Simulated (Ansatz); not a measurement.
KF: a prediction, then the measurements

Level of theory: DFT PBE, scalar-relativistic, plane waves, PAW (Ansatz 0.2.0).

Settings: cutoff 420 eV, Γ-centred mesh 8×8×8 on the computed 2-atom cell, Gaussian smearing of 0.02 eV; no spin polarisation.

Relaxed structure:

Space group Fm-3m (No. 225). a = 5.420 Å, b = 5.420 Å, c = 5.420 Å, α = 90.00°, β = 90.00°, γ = 90.00°
```tsv
atom	site	symmetry	x	y	z
K	4a	m-3m	0.0000	0.0000	0.0000
F	4b	m-3m	0.5000	0.0000	0.0000
```

- Space group: Fm-3m (No. 225)
- Volume per atom: 134.3 bohr³
- Formation energy from the elements' standard states (uncorrected): -2.713 eV/atom
- Kohn–Sham band gap: 5.96 eV, direct at Γ
- Orbital (Löwdin) character of the top 1 eV of the valence band: F 2p 97 %
- Orbital (Löwdin) character of the lowest 1 eV of the conduction band: K 4s 81 %, F 2s 10 %, unprojected 5 %
- Electron masses at the edge by direction of the standard setting (m_e; one valley, along these axes only; no spin-orbit coupling): x: 0.55; y: 0.55; z: 0.55
- Hole masses at the edge by direction of the standard setting (m_e; one valley, along these axes only; no spin-orbit coupling): x: 15, 15, 1.1; y: 15, 15, 1.1; z: 15, 15, 1.1
- Bulk modulus: 29 GPa
- Its pressure derivative: 4.8
- Electronic dielectric constant xx, yy, zz (independent particles): 2.1, 2.1, 2.1
- Bader charge by site (e): K (1 in the cell) 0.86, F (1 in the cell) -0.86

**Against measurements.**

A measured lattice constant a of KF is 5.347 Å (299.15 K; a printed reference work (data compilation)); the calculated 5.420 Å exceeds it by 1.4 %. The calculation is for 0 K without zero-point motion. A measured band gap of KF is 10.7 eV (a printed reference work (monograph)); the calculated 5.96 eV falls short of it by 4.74 eV. Kohn–Sham gaps of semilocal functionals fall short of measured ones as a rule. Against the measured high-frequency dielectric constant of KF, 1.85 (a printed reference work (monograph)), the calculated 2.1 is off by +12.1 %. Local fields are left out.

The cell was reached from a generator's guess, though it ends in a space group that the part of the Crystallography Open Database at hand lists for this formula. Löwdin shares on free-atom orbitals overweight diffuse shells in the empty bands.
